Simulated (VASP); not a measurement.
Crystal: ZrS2.

```
CELL_PARAMETERS angstrom
3.69138 0.00000 0.00000
-1.84569 3.19683 0.00000
0.00000 0.00000 6.04108
ATOMIC_POSITIONS crystal
Zr 0.00000 0.00000 0.00000
S 0.33333 0.66667 0.23791
S 0.66667 0.33333 0.76209
```

The cell is a database's computed one.

Program: VASP 6.6.1. Alike in all runs: task band structure; no spin polarisation; cell as given; k mesh 8 × 8 × 6; cutoff (eV) 520; smearing gaussian 0.02 eV.

Problem. Order these runs on this cell by their pressure, lowest first.
A. level PBEsol; potentials or basis VASP PAW PBE potentials, release 64 (Zr_sv, S)
B. level LDA; potentials or basis VASP PAW LDA potentials, release 64 (Zr_sv, S)
C. level PBE; potentials or basis VASP PAW PBE potentials, release 64 (Zr_sv, S)

Solution. B (-4.5 GPa), A (-2.5 GPa), C (0.5 GPa).

Caveats: this functional lacks dispersion, which binds the layers, so the pressure and a relaxed spacing across them are unreliable (some runs); the PAW data sets were made with another functional, which shifts forces and pressure a little (some runs).
